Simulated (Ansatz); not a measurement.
Wanted: the native input for an Ansatz 0.2.0 run.

| Quantity | Value |
| --- | --- |
| Task | single point |
| Functional | PBE |
| Potentials or basis | Ansatz PAW |
| Cutoff | 420 eV (not typed: the program's choice for these potentials) |
| k mesh | 4 × 4 × 6 |
| Occupations | fermi-dirac, width 0.05 eV |
| Spin | no spin polarisation |

The system is SnO2 (Cassiterite).

```
Sn O
1.0
     4.73800    0.00000    0.00000
     0.00000    4.73800    0.00000
     0.00000    0.00000    3.18650
Sn O
2 4
Direct
  0.50000 0.50000 0.50000
  0.00000 0.00000 0.00000
  0.80710 0.19290 0.50000
  0.69290 0.69290 0.00000
  0.19290 0.80710 0.50000
  0.30710 0.30710 0.00000
```

These files were run (other wordings do the same):

input.yaml

```yaml
crystal:
  lattice:
    - [4.738, 0.0, 0.0]
    - [0.0, 4.738, 0.0]
    - [0.0, 0.0, 3.1865]
  atoms:
    - { symbol: Sn, position: [0.5, 0.5, 0.5] }
    - { symbol: Sn, position: [0.0, 0.0, 0.0] }
    - { symbol: O, position: [0.8071, 0.1929, 0.5] }
    - { symbol: O, position: [0.6929, 0.6929, 0.0] }
    - { symbol: O, position: [0.1929, 0.8071, 0.5] }
    - { symbol: O, position: [0.3071, 0.3071, 0.0] }
hamiltonian:
  xc: pbe
  pseudopotentials: { kind: paw }
kpoints:
  mp_grid: { grid: [4, 4, 6] }
scf:
  occupations: { method: fermi_dirac, width: 0.05 }
output:
  forces: true
  stress: true
  eigenvalues: true
```

Potentials or basis: Ansatz PAW.

The run is started by

```console
$ ansatz run input.yaml --threads 2 --pin off --max-ram 5120MiB --backend cpu --events-out ev --progress --plain --runs-dir out
```

It gave:

```yaml
Pressure: 11.1 GPa
Largest_force: 0.275 eV/Å
Band_gap_on_the_k_mesh: 1.28 eV, direct
```

Caveat: the pressure holds a Pulay correction of +0.9 GPa for the finite cutoff; spin-orbit coupling is left out, which moves the levels of the heavy elements.

Run time: 1.8 s on 2 threads of Arm Neoverse V1, on a shared host, peak memory 0.34 GiB.
